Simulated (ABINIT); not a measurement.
# How the form of the self-energy moves the gap of BaS (Fm-3m), part 2 of 2

How much does the gap of BaS (Fm-3m) depend on the approximation to the self-energy?

ABINIT 10.8.3; PBE and many-body steps on it, plane waves. Known limits of the many-body steps: not at the basis limit; no spin-orbit coupling.

So far. Step 5 (G0W0, Hybertsen-Louie plasmon pole): Against G0W0 in ABINIT (4×4×4 mesh, 558 bands, screening to 304.8 eV, Godby-Needs plasmon pole), the gap moves by +0.118 eV. Step 6 (G0W0, von der Linden-Horsch plasmon pole): Against G0W0 in ABINIT (4×4×4 mesh, 558 bands, screening to 304.8 eV, Godby-Needs plasmon pole), the gap moves by +0.049 eV.

### 7. G0W0, Engel-Farid plasmon pole

Level of this step: G0W0 on PBE, plane waves, norm-conserving pseudopotentials (ABINIT).

run.abi reads:

```
acell 3*1.0 Angstrom
rprim 
  -0.000000000000 3.193750000000 3.193750000000
  3.193750000000 -0.000000000000 3.193750000000
  3.193750000000 3.193750000000 -0.000000000000
ntypat 2
znucl 56 16
natom 2
typat 1 2
xred 
  0.000000000000 0.000000000000 0.000000000000
  0.500000000000 0.500000000000 0.500000000000
pp_dirpath "pseudos"
pseudos "Ba.upf, S.upf"
ecut 20
ngkpt 4 4 4
nshiftk 1
shiftk 0 0 0
kptopt 1
chksymbreak 0
istwfk *1
occopt 1
irdwfk 1
optdriver 4
nband 558
gwcalctyp 0
ecutsigx 20
symsigma 1
nkptgw 2
kptgw 
  0.0000000000 0.0000000000 0.0000000000
  0.5000000000 0.5000000000 0.0000000000
bdgw 
  6 12
  7 10
ecuteps 11.2
irdscr 1
ppmodel 4
indata_prefix "in"
outdata_prefix "out"
tmpdata_prefix "tmp"
```

Started as:

```sh
OMP_NUM_THREADS=1 mpirun -n 4 abinit run.abi > log
```

The log of the run:

```text
.Version 10.8.3 of ABINIT. v10.8.2 released Aug 2026.

 Symmetries : space group Fm -3 m (#225); Bravais cF (face-center cubic)
[... echo of the input left out ...]
== DATASET  1 ==================================================================
-   mpi_nproc: 4, omp_nthreads: 1 (-1 if OMP is not activated)

--- !DatasetInfo
iteration_state: {dtset: 1, }
dimensions: {natom: 2, nkpt: 8, mband: 558, nsppol: 1, nspinor: 1, nspden: 1, mpw: 1893, }
cutoff_energies: {ecut:  20.0, pawecutdg:  -1.0, }
[...]
Band     E0 <VxcDFT>   SigX SigC(E0)      Z dSigC/dE  Sig(E)    E-E0       E
[...]
9   5.827  -7.957  -4.168  -3.694   0.832  -0.201  -7.878   0.079   5.906
       10   9.648 -10.954  -6.025  -4.356   0.819  -0.220 -10.484   0.470  10.118

== END DATASET(S) ==============================================================
================================================================================

 -outvars: echo values of variables after computation  --------
           etotal      0.0000000000E+00
            nband         558
             nkpt           8
          spgroup         225
 [... the other variables as echoed above ...]

 Calculation completed.
```

The job ended after 99 s (4 MPI ranks of Intel Xeon 6975P-C (Granite Rapids), shared host; peak memory 3 GiB).

This step gave:

```yaml
g0w0_gap_on_the_points_computed: 3.726 eV
starting_gap_on_the_mesh: 2.146 eV
k_of_the_valence_top: 0, 0, 0
k_of_the_conduction_bottom: 0.5, 0.5, 0
least_direct_g0w0_gap_on_the_computed_points: 3.870 eV
```

Against G0W0 in ABINIT (4×4×4 mesh, 558 bands, screening to 304.8 eV, Godby-Needs plasmon pole), the gap moves by +0.111 eV.

### 8. One-shot Hartree-Fock

This step: one-shot Hartree-Fock on PBE, plane waves, norm-conserving pseudopotentials.

run.abi, as its differences from that of step 7:

```diff
@@ -24,4 +24,4 @@
 optdriver 4
-nband 558
-gwcalctyp 0
+nband 12
+gwcalctyp 5
 ecutsigx 20
@@ -35,5 +35,4 @@
   7 10
-ecuteps 11.2
-irdscr 1
-ppmodel 4
+ixc_sigma 40
+fftgw 31
 indata_prefix "in"
```

The log of the run:

```text
.Version 10.8.3 of ABINIT. v10.8.2 released Aug 2026.

 Symmetries : space group Fm -3 m (#225); Bravais cF (face-center cubic)
[... echo of the input left out ...]
== DATASET  1 ==================================================================
-   mpi_nproc: 4, omp_nthreads: 1 (-1 if OMP is not activated)

--- !DatasetInfo
iteration_state: {dtset: 1, }
dimensions: {natom: 2, nkpt: 8, mband: 12, nsppol: 1, nspinor: 1, nspden: 1, mpw: 1893, }
cutoff_energies: {ecut:  20.0, pawecutdg:  -1.0, }
[...]
Band     E0 <VxcDFT>   SigX SigC(E0)      Z dSigC/dE  Sig(E)    E-E0       E
[...]
9   5.827  -7.957  -4.168   0.000   1.000   0.000  -4.168   3.789   9.616
       10   9.648 -10.954  -6.025   0.000   1.000   0.000  -6.025   4.929  14.577

== END DATASET(S) ==============================================================
================================================================================

 -outvars: echo values of variables after computation  --------
           etotal      0.0000000000E+00
            nband          12
             nkpt           8
          spgroup         225
 [... the other variables as echoed above ...]

 Calculation completed.
```

Elapsed: 1.9 s, on 4 MPI ranks; peak memory 0.12 GiB.

Numbers from this step:

```
quasiparticle gap on the points computed              : 9.072 eV
starting gap on the mesh                              : 2.146 eV
k of the valence top                                  : 0, 0, 0
k of the conduction bottom                            : 0.5, 0.5, 0
least direct quasiparticle gap on the computed points : 9.254 eV
```

Against G0W0 in ABINIT (4×4×4 mesh, 558 bands, screening to 304.8 eV, Godby-Needs plasmon pole), the gap moves by +5.457 eV.

### 9. Screening, 4×4×4 mesh, 558 bands, screening to 304.8 eV

This step: RPA screening on PBE, plane waves, norm-conserving pseudopotentials.

run.abi, as its differences from that of step 8:

```diff
@@ -23,16 +23,11 @@
 irdwfk 1
-optdriver 4
-nband 12
-gwcalctyp 5
-ecutsigx 20
-symsigma 1
-nkptgw 2
-kptgw 
-  0.0000000000 0.0000000000 0.0000000000
-  0.5000000000 0.5000000000 0.0000000000
-bdgw 
-  6 12
-  7 10
-ixc_sigma 40
-fftgw 31
+optdriver 3
+nband 558
+ecuteps 11.2
+inclvkb 2
+awtr 1
+symchi 1
+gwcalctyp 1
+nfreqre 0
+nfreqim 16
 indata_prefix "in"
```

The log of the run:

```text
.Version 10.8.3 of ABINIT. v10.8.2 released Aug 2026.

 Symmetries : space group Fm -3 m (#225); Bravais cF (face-center cubic)
[... echo of the input left out ...]
== DATASET  1 ==================================================================
-   mpi_nproc: 4, omp_nthreads: 1 (-1 if OMP is not activated)

--- !DatasetInfo
iteration_state: {dtset: 1, }
dimensions: {natom: 2, nkpt: 8, mband: 558, nsppol: 1, nspinor: 1, nspden: 1, mpw: 1893, }
cutoff_energies: {ecut:  20.0, pawecutdg:  -1.0, }
electrons: {nelect:   1.60000000E+01, charge:   0.00000000E+00, occopt:   1.00000000E+00, tsmear:   1.00000000E-02, }

 SCREENING: Calculation of the susceptibility and dielectric matrices

 Based on a program developped by R.W. Godby, V. Olevano, G. Onida, and L. Reining.
 Incorporated in ABINIT by V. Olevano, G.-M. Rignanese, and M. Torrent.
.Using double precision arithmetic ; gwpc =  8

[... cell and pseudopotentials left out ...]
--------------------------------------------------------------------------------

 ==== K-mesh for the wavefunctions ====
 Number of points in the irreducible wedge :     8
[... list of points left out ...]
 Together with 48 symmetry operations and time-reversal symmetry
 yields    64 points in the full Brillouin Zone.

 ==== Q-mesh for the screening function ====
 Number of points in the irreducible wedge :     8
[... list of points left out ...]
 Together with 48 symmetry operations and time-reversal symmetry
 yields    64 points in the full Brillouin Zone.

 setmesh: FFT mesh size selected  =    30x   30x   30
          total number of points  =        27000

 vcoul_init : cutoff-mode = AUXILIARY_FUNCTION
 q-points for optical limit:   1
     1)      0.000010    0.000020    0.000030

- screening: taking advantage of time-reversal symmetry
- Maximum band index for partially occupied states nbvw = 8
- Remaining bands to be divided among processors   nbcw = 550
- Number of bands treated by each node ~137

 Number of electrons calculated from density =   16.0000; Expected =   16.0000
 average of density, n =  0.036391
 r_s =    1.8720
 omega_plasma =   18.4014 [eV]

 calculating chi0 at frequencies [eV] :
  1    0.000000E+00    0.000000E+00
  2    0.000000E+00    5.107465E+03
  3    0.000000E+00    9.547064E+02
[...]
16    0.000000E+00    7.755887E-01
 17    0.000000E+00    1.449759E-01

--------------------------------------------------------------------------------
  q-point number  1        q = ( 0.000000, 0.000000, 0.000000) [r.l.u.]
--------------------------------------------------------------------------------
[... chi0 elements left out ...]
  [... further frequencies ...]

 No. of calculated frequencies >  15, stop printing
 For q-point:  0.000010 0.000020 0.000030
  dielectric constant =   4.7383
  dielectric constant without local fields =   5.5896

  Average fulfillment of the sum rule on Im[epsilon] for q-point    1 :     99.55  [%]
[... wings left out ...]
  q-point number  2        q = ( 0.250000, 0.000000, 0.000000) [r.l.u.]
--------------------------------------------------------------------------------
[... chi0 elements left out ...]
  [... further frequencies ...]

 No. of calculated frequencies >  15, stop printing
  Average fulfillment of the sum rule on Im[epsilon] for q-point    2 :    102.38  [%]

 [... 6 further q-points ...]
```

The job ended after 29 min (4 MPI ranks; peak memory 3.1 GiB).

This step gave:

```
ε∞ with local fields, on this mesh, along the program's q direction : 4.738
the same without local fields                                       : 5.590
plasma frequency                                                    : 18.40 eV
plane waves in the screening matrix                                 : 749
```

### 10. G0W0, analytic continuation

This step: G0W0 on PBE, plane waves, norm-conserving pseudopotentials.

run.abi, as its differences from that of step 9:

```diff
@@ -23,11 +23,19 @@
 irdwfk 1
-optdriver 3
+optdriver 4
 nband 558
+gwcalctyp 1
+ecutsigx 20
+symsigma 1
+nkptgw 2
+kptgw 
+  0.0000000000 0.0000000000 0.0000000000
+  0.5000000000 0.5000000000 0.0000000000
+bdgw 
+  6 12
+  7 10
 ecuteps 11.2
-inclvkb 2
-awtr 1
-symchi 1
-gwcalctyp 1
-nfreqre 0
-nfreqim 16
+irdscr 1
+nomegasi 12
+omegasimax 25 eV
+gwmem 01
 indata_prefix "in"
```

The log of the run:

```text
.Version 10.8.3 of ABINIT. v10.8.2 released Aug 2026.

 Symmetries : space group Fm -3 m (#225); Bravais cF (face-center cubic)
[... echo of the input left out ...]
== DATASET  1 ==================================================================
-   mpi_nproc: 4, omp_nthreads: 1 (-1 if OMP is not activated)

--- !DatasetInfo
iteration_state: {dtset: 1, }
dimensions: {natom: 2, nkpt: 8, mband: 558, nsppol: 1, nspinor: 1, nspden: 1, mpw: 1893, }
cutoff_energies: {ecut:  20.0, pawecutdg:  -1.0, }
[...]
Band     E0 <VxcDFT>   SigX SigC(E0)      Z dSigC/dE  Sig(E)    E-E0       E
[...]
10   4.894 -10.954  -6.025  -4.164   0.823  -0.211 -10.333   0.621   5.515
       10   0.000   0.000   0.000  -0.134  -0.045  -0.067  -0.148  -0.148  -0.148

== END DATASET(S) ==============================================================
================================================================================

 -outvars: echo values of variables after computation  --------
           etotal      0.0000000000E+00
            nband         558
             nkpt           8
          spgroup         225
 [... the other variables as echoed above ...]

 Calculation completed.
```

Elapsed: 3 min, on 4 MPI ranks; peak memory 4 GiB.

Numbers from this step:

```yaml
g0w0_gap_on_the_points_computed: 3.585 eV
starting_gap_on_the_mesh: 2.146 eV
k_of_the_valence_top: 0, 0, 0
k_of_the_conduction_bottom: 0.5, 0.5, 0
least_direct_g0w0_gap_on_the_computed_points: 3.743 eV
```

Against G0W0 in ABINIT (4×4×4 mesh, 558 bands, screening to 304.8 eV, Godby-Needs plasmon pole), the gap moves by −0.030 eV.

### 11. Side by side

Times are wall times on 4 MPI ranks of Intel Xeon 6975P-C (Granite Rapids), shared host, good to a factor of about two. A run's time includes the screening step that it read.

```tsv
run	mesh	bands	screening cutoff (eV)	DFT gap (eV)	gap on the mesh (eV)	direct (eV)	ε∞ used	time
G0W0, Godby-Needs plasmon pole	4×4×4	558	304.8	2.146	3.615	3.751	4.74	12 min
G0W0, Hybertsen-Louie plasmon pole	4×4×4	558	304.8	2.146	3.733	3.870	4.74	11 min
G0W0, von der Linden-Horsch plasmon pole	4×4×4	558	304.8	2.146	3.664	3.810	4.74	4.9 min
G0W0, Engel-Farid plasmon pole	4×4×4	558	304.8	2.146	3.726	3.870	4.74	4.7 min
one-shot Hartree-Fock	4×4×4	-	-	2.146	9.072	9.254	-	1.9 s
G0W0, analytic continuation	4×4×4	558	304.8	2.146	3.585	3.743	4.74	32 min
```

### 12. Summary of results

| Quantity | Value |
| --- | --- |
| G0W0, Godby-Needs plasmon pole | 3.615 eV |
| G0W0, Hybertsen-Louie plasmon pole | 3.733 eV |
| G0W0, von der Linden-Horsch plasmon pole | 3.664 eV |
| G0W0, Engel-Farid plasmon pole | 3.726 eV |
| one-shot Hartree-Fock | 9.072 eV |
| G0W0, analytic continuation | 3.585 eV |
| known limits | not at the basis limit; no spin-orbit coupling |

In words: G0W0, Hybertsen-Louie plasmon pole: +0.118 eV against G0W0, Godby-Needs plasmon pole. G0W0, von der Linden-Horsch plasmon pole: +0.049 eV against G0W0, Godby-Needs plasmon pole. G0W0, Engel-Farid plasmon pole: +0.111 eV against G0W0, Godby-Needs plasmon pole. One-shot Hartree-Fock: +5.457 eV against G0W0, Godby-Needs plasmon pole. G0W0, analytic continuation: −0.030 eV against G0W0, Godby-Needs plasmon pole. Bare exchange alone opens the gap to 9.07 eV; against G0W0, correlation takes back 5.46 eV. Bands and cutoff are finite, so the gap is not at the basis limit. The miss can reach some tenths of an eV and take either sign; the mesh is an error of its own. In the G0W0 runs levels were corrected at 2 k points alone, so a gap called «on the mesh» is the least over those, and an edge elsewhere would be missed. The many-body steps are scalar-relativistic: spin-orbit coupling is not in them.

[Paths, hosts, dates, memory and timing lines, banners, echoed tables and standing remarks are left out of the program output.]

[Logs are printed without paths, hosts, clocks, repeated set-up lines and the standing remarks that a program may print on its own settings, such as how far it seeks lower states.]

[Runs of the session that timed out or met a known fault of the program may be left out.]

[Hosts, paths, dates, database ids (printed as entryN), source tags and the programs' standing remarks are cut or masked in the printed files.]

[G0W0 gaps are taken among the corrected bands and points alone; a level outside them can change the order at an edge.]

[Where Ansatz stands beside ABINIT at settings called matched, ABINIT's density can come from a denser mesh and the files from another edition; pairs whose starting gaps differed by over 0.03 eV were left out, so agreement reads better than it is.]
